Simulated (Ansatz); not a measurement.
Input for Ansatz (plane-wave DFT, PAW):

```yaml
crystal:
  lattice:
    - [3.9044512986, 0.0, 0.0]
    - [-1.9522256493, 3.3813540124, 0.0]
    - [0.0, 0.0, 6.450783]
  atoms:
    - { symbol: Si, position: [0.66666667, 0.33333333, 0.874607] }
    - { symbol: Si, position: [0.33333333, 0.66666667, 0.374607] }
    - { symbol: Ge, position: [0.66666667, 0.33333333, 0.500392] }
    - { symbol: Ge, position: [0.33333333, 0.66666667, 0.000392] }
basis:
  ecutwfc: 420
kpoints:
  mp_grid: { grid: [12, 12, 6] }
hamiltonian:
  xc: pbesol
scf:
  occupations: { method: gaussian, width: 0.02 }
output:
  forces: true
  stress: true
  eigenvalues: true
relax:
  adjacent_minimum: "off"
  f_tol: 0.01
  max_steps: 40
```

Run as
```bash
ansatz run input.yaml --threads 1 --pin off --max-ram 2560MiB --backend cpu --events-out ev --progress --plain --runs-dir out
```

Method: Ansatz 0.2.0, DFT PBEsol, scalar-relativistic, plane waves, PAW.

Part of what the program printed, abridged:

```
Warning: output.stress: scf.convergence.dr2_threshold = 1e-7 eV (the SCF's general default) is looser than the 4e-10 eV advised for a printed stress (1e-10 eV for each atom of the cell: 4). ...
Pseudopotentials: kind: paw
Pseudopotential: Si, paw, valence charge 4, recommended cutoff 420 eV (normal)
Pseudopotential: Ge, paw, valence charge 14, recommended cutoff 420 eV (normal)
Functional definition: PBEsol
Crystal: 4 atoms, lattice volume = 85.165 Å³
Basis set: ecut = 420 eV, 1689 PW (Γ), exchange–correlation on 54×54×90 points (8 copies of the dense FFT grid, shifted against one another)
Bands: 22, of which v1, the nominal top of the filled ones, is band 18 counted from 1 (17 counted from 0)
Symmetry: 12 space group operations
Space group: P63mc (ITA 186), of the structure as read, at distance tolerance 4.4e-5 Å
k-points: 76 of 864 (time reversal used)
Initial density: superposition of atomic densities (neutral atoms: chi_scale 0, normalization atom), corrected by the library's trained network
Initial wavefunctions: pseudopotential atomic-orbital guess
Functional: x = pbesol(κ = 0.804, μ = 0.12345679), c = pbesol(β = 0.046)
SCF iter   1: F=—  HF=-9749.869299 eV  |F-HF|=—  |Δ(HF+E_count)|=         —  Δρ=2.65e-3  dr2=7.15e-3  ethr=1.77e-3  ⟨swp⟩=6.2  Hψ=8185  notcnv=0
SCF iter   2: F=—  HF=-9749.866513 eV  |F-HF|=—  |Δ(HF+E_count)|=   2.79e-3  Δρ=1.61e-3  dr2=2.64e-3  ethr=1.99e-5  ⟨swp⟩=2.2  Hψ=2679  notcnv=0
SCF iter   3: F=—  HF=-9749.866143 eV  |F-HF|=—  |Δ(HF+E_count)|=   3.70e-4  Δρ=6.34e-4  dr2=1.45e-4  ethr=7.34e-6  ⟨swp⟩=2.0  Hψ=3345  notcnv=0
SCF iter   4: F=—  HF=-9749.865959 eV  |F-HF|=—  |Δ(HF+E_count)|=   1.84e-4  Δρ=1.94e-4  dr2=3.44e-5  ethr=4.04e-7  ⟨swp⟩=2.0  Hψ=2647  notcnv=0
SCF iter   5: F=—  HF=-9749.865968 eV  |F-HF|=—  |Δ(HF+E_count)|=   8.97e-6  Δρ=5.55e-5  dr2=3.58e-6  ethr=9.56e-8  ⟨swp⟩=3.0  Hψ=3116  notcnv=0
SCF iter   6: F=-9749.865970 eV  HF=-9749.865970 eV  |F-HF|=1.73e-7  |Δ(HF+E_count)|=   1.29e-6  Δρ=1.38e-5  dr2=1.58e-7  ethr=6.94e-9  ⟨swp⟩=5.0  Hψ=6710  notcnv=0
SCF 1 converged in 6 iterations: F = -9749.865970 eV  dr2 = 1.58e-7
relax step   1: F+E_penalty+E_count = -9749.86596969 eV  Δ(F+E_penalty+E_count) = +0.000e0 eV  max|allowed force component| = 1.062e-2 eV/Å  Δτ_max = 0.0000 Å  (6 SCF iters, dr2 threshold 2.50e-6 eV, accepted)
Initial density: handed on by an earlier stage of this run
Initial wavefunctions: those handed on with the density
SCF iter   1: F=—  HF=-9749.865994 eV  |F-HF|=—  |Δ(HF+E_count)|=         —  Δρ=3.29e-5  dr2=4.71e-7  ethr=1.24e-9  ⟨swp⟩=2.0  Hψ=5780  notcnv=0
SCF iter   2: F=—  HF=-9749.865979 eV  |F-HF|=—  |Δ(HF+E_count)|=   1.53e-5  Δρ=1.85e-5  dr2=1.79e-7  ethr=1.24e-9  ⟨swp⟩=2.0  Hψ=2916  notcnv=0
SCF iter   3: F=-9749.865979 eV  HF=-9749.865979 eV  |F-HF|=1.16e-8  |Δ(HF+E_count)|=   1.20e-7  Δρ=4.93e-6  dr2=2.19e-8  ethr=2.78e-10  ⟨swp⟩=4.2  Hψ=5515  notcnv=0
SCF 2 converged in 3 iterations: F = -9749.865979 eV  dr2 = 2.19e-8
relax step   2: F+E_penalty+E_count = -9749.86597891 eV  Δ(F+E_penalty+E_count) = -9.220e-6 eV  max|allowed force component| = 1.572e-3 eV/Å  Δτ_max = 0.0004 Å  (3 SCF iters, accepted)
SCF converged after 3 iterations
Free energy (F): -9749.865979 eV
Harris-Foulkes:  -9749.865979 eV  (|F-HF|=1.16e-8)
Internal energy: -9749.865979 eV  (E = F + TS)
E sigma→0 (E₀):  -9749.865979 eV
Fermi energy:    7.786514 eV
--- Per-component energies (eV) ---
  E_band       = -306.537428
  E_kinetic    = 303.604160
  E_local      = -5305.739416  (includes V_loc(G=0)·N_el)
  E_nonlocal   = 893.257434
  E_hartree    = 2329.587318
  E_xc         = -259.288721
  E_vxc        = -223.169218  (∫ρ·V_xc dr)
  E_paw        = -4957.110182  (= ΣΔE_a)
  E_vpaw       = -633.675347  (= ΣTr[D̂ρ^β])
  E_aug_tail   = 0.000651  (compensation charges beyond the density's cutoff)
  E_ewald      = -2756.076216
  E_core_change = 1.898994  (= ΣΔE_core)
  E_smearing   =  0.000000  (= −TS)
--- Forces (eV/Å), atoms counted from 1 ---
  atom   1  Si     0.00000000     0.00000000    -0.00157155
  atom   2  Si     0.00000000     0.00000000    -0.00157155
  atom   3  Ge     0.00000000     0.00000000     0.00157252
  atom   4  Ge     0.00000000     0.00000000     0.00157252
--- Stress (GPa, compression-positive) ---
       -0.243072       0.000000       0.000000
        0.000000      -0.243072       0.000000
        0.000000       0.000000      -0.263603
  P = ⅓ Tr σ = -0.2499 GPa (-2.499 kbar)
--- Band table (eV; the first three rows and the last of 76) ---
  k-point 0: bands = ["-16.9558", "-16.9558", "-16.9526", "-16.9526", "-16.9498", "-16.9498", "-16.9273", "-16.9273", "-16.9234", "-16.9234", "-5.0416", "-2.8888", "0.1222", "6.0314", "6.0314", "7.2957", "7.6103", "7.6103", "8.0070", "9.0587", "9.6412", "9.6412"]
  k-point 1: bands = ["-16.9558", "-16.9558", "-16.9524", "-16.9524", "-16.9500", "-16.9500", "-16.9270", "-16.9270", "-16.9237", "-16.9237", "-4.9548", "-3.1768", "0.5825", "6.1037", "6.1037", "6.2009", "7.4348", "7.4348", "8.0983", "9.8073", "9.8073", "9.8188"]
  k-point 2: bands = ["-16.9558", "-16.9557", "-16.9519", "-16.9519", "-16.9505", "-16.9505", "-16.9263", "-16.9263", "-16.9243", "-16.9243", "-4.6973", "-3.7407", "1.6594", "4.5908", "6.3152", "6.3152", "7.0509", "7.0509", "8.3686", "9.3574", "10.1958", "10.1958"]
  k-point 75: bands = ["-16.9557", "-16.9557", "-16.9473", "-16.9473", "-16.9463", "-16.9463", "-16.9249", "-16.9249", "-16.9248", "-16.9248", "-1.8385", "-1.8385", "-0.1585", "-0.1585", "3.0830", "3.0830", "5.5104", "5.5104", "8.9404", "8.9404", "11.3160", "11.3160"]
--- Relaxed structure (2 steps of the walk, 2 accepted, 0 SCFs on fresh bases) ---
  F+E_penalty+E_count = -9749.86597891 eV   max|allowed force component| = 1.572e-3 eV/Å
  atoms:
    - { symbol: Si, position: [0.66666666, 0.33333333, 0.87454872] }
    - { symbol: Si, position: [0.33333333, 0.66666666, 0.37454872] }
    - { symbol: Ge, position: [0.66666666, 0.33333333, 0.50045027] }
    - { symbol: Ge, position: [0.33333333, 0.66666666, 0.00045027] }
```

The relaxation met its thresholds.

It took 24 s on 1 thread of Arm Neoverse V1, with other jobs on the host, peak memory 0.4 GiB.